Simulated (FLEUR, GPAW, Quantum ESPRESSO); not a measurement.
Cu: 3 runs at one level of theory

```
Cu
1.0
     0.00000    1.80750    1.80750
     1.80750    0.00000    1.80750
     1.80750    1.80750    0.00000
Cu
1
Direct
  0.00000 0.00000 0.00000
```

Alike in all runs: task equation of state; functional PBEsol; k mesh 13 × 13 × 13; occupations fermi-dirac, width 0.05 eV; no spin polarisation; no spin-orbit coupling.

```
                           program and potentials  plane-wave cutoff (eV)  notes  equilibrium volume (Å³/atom)  bulk modulus (GPa)
GPAW, PAW data sets generated for this functional                     600      -                         11.46               164.1
                       FLEUR, all-electron, FLAPW                       -      -                         11.30               169.9
                Quantum ESPRESSO, GBRV 1.5 PBEsol                     612      -                         11.34               169.7
```

The equilibrium volume spans 11.30 (FLEUR, all-electron, FLAPW) to 11.46 Å³/atom (GPAW, PAW data sets generated for this functional), with all-electron results at 11.30. The bulk modulus spans 164.1 (GPAW, PAW data sets generated for this functional) to 169.9 GPa (FLEUR, all-electron, FLAPW), with all-electron results at 169.9. For a metal such a mesh isn't converged, which the comparison doesn't need.

Differences between rows come from potentials, basis sets and numerical settings, since the functional is the same but for its coding. Runs on potential files found faulty are left out.

The GBRV calculation stays close to the all-electron reference for copper in both volume and stiffness, while GPAW gives the largest cell, 11.46 Å³/atom, and the softest lattice, 164.1 GPa. Across all three rows a larger equilibrium volume goes with a lower bulk modulus. This is the expected direction: in copper the attraction from the broad sp band and its hybridisation with the d states is balanced by the repulsion of nearly filled 3d shells, which stiffens quickly as the atoms approach. The GPAW offset probably reflects the construction of its data set, such as the core–valence partition or the projectors.

All three runs place copper at a smaller volume and a higher bulk modulus than experiment. Because the all-electron result shares this error, its likely source is PBEsol, whose weaker gradient correction relative to PBE tends to overbind late 3d metals. Closeness to the measured volume would therefore be a misleading test of the potentials here, since it would favour the row farthest from the all-electron result.
